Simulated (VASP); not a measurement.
Write the native input for VASP 6.6.1 that does the following.

```yaml
Task: single point
Functional: PBEsol
Potentials_or_basis: VASP PAW PBE potentials, release 64 (O)
Cutoff: 520 eV
k_mesh: 10 × 10 × 7
Occupations: gaussian, width 0.02 eV
Spin: no spin polarisation
Further_INCAR_settings: ALGO = Normal; EDIFF = 1e-06
```

The structure of O lies in POSCAR:

```
O
1.0
    2.8514028533     -1.6624159400      0.0000000000
    2.8514028533      1.6624159400      0.0000000000
   -2.3944914034      0.0000000000      3.6470501824
O
2
Direct
    0.9745461700      0.9745461700      0.8444259800
    0.0254538300      0.0254538300      0.1555740200
```

One way to write it, as run:

INCAR

```
SYSTEM = O
PREC = Accurate
ENCUT = 520
EDIFF = 1E-6
ISMEAR = 0
SIGMA = 0.02
LREAL = .FALSE.
LASPH = .TRUE.
NELM = 80
ALGO = Normal
ISIF = 2
LWAVE = .FALSE.
LCHARG = .TRUE.
GGA = PS
LELF = .TRUE.
LVHAR = .TRUE.
```

KPOINTS

```
regular mesh
0
G
  10 10 7
  0 0 0
```

Potentials or basis: VASP PAW PBE potentials, release 64 (O).

Command:

```bash
$ cat potpaw_PBE.64/O/POTCAR > POTCAR
$ mpirun -np 1 vasp_std > vasp.out
```

Results of the run:

* Pressure: -1.9 GPa
* Largest force: 0.441 eV/Å
* Band gap on the k mesh: none (metal or under the smearing width)

Caveat: the standard files for N, O and F lose accuracy on very short bonds; spin is off for a triplet molecule; the PAW data sets were made with another functional, which shifts forces and pressure a little.

Wall time 33 s on 1 thread of Intel(R) Xeon(R) Platinum 8488C (Sapphire Rapids) (shared host), peak memory 0.19 GiB.
